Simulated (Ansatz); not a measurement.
**MgO in Ansatz: the effect of target pressure**

MgO:

```
CELL_PARAMETERS angstrom
0.00000 2.09700 2.09700
2.09700 0.00000 2.09700
2.09700 2.09700 0.00000
ATOMIC_POSITIONS crystal
Mg 0.00000 0.00000 0.00000
O 0.50000 0.50000 0.50000
```

The cell is a database's computed one.

Alike in all runs:

```yaml
Program: Ansatz 0.2.0
Task: relaxation of cell and atoms
Functional: PBEsol
Potentials_or_basis: all-electron LAPW, scalar-relativistic
Basis_error_allowed: 0.001 eV/atom
k_mesh: 11 × 11 × 11
Occupations: fermi-dirac, width 0.05 eV
Spin: no spin polarisation
```

Each run relaxes the cell or the atoms first.

One run gave: relaxed volume 9.36 Å³/atom; gap on the mesh 4.62 eV. Which target pressure did it use?
A. 30 GPa
B. 20 GPa
C. 0 GPa
D. 5 GPa
E. 10 GPa

C.

```csv
target pressure,relaxed volume (Å³/atom),gap on the mesh (eV)
0 GPa,9.36,4.62
5 GPa,9.08,4.91
10 GPa,8.84,5.18
20 GPa,8.44,5.67
30 GPa,8.12,6.11
```

Caveats: an odd mesh through Γ misses points on the zone boundary, where band edges often lie.
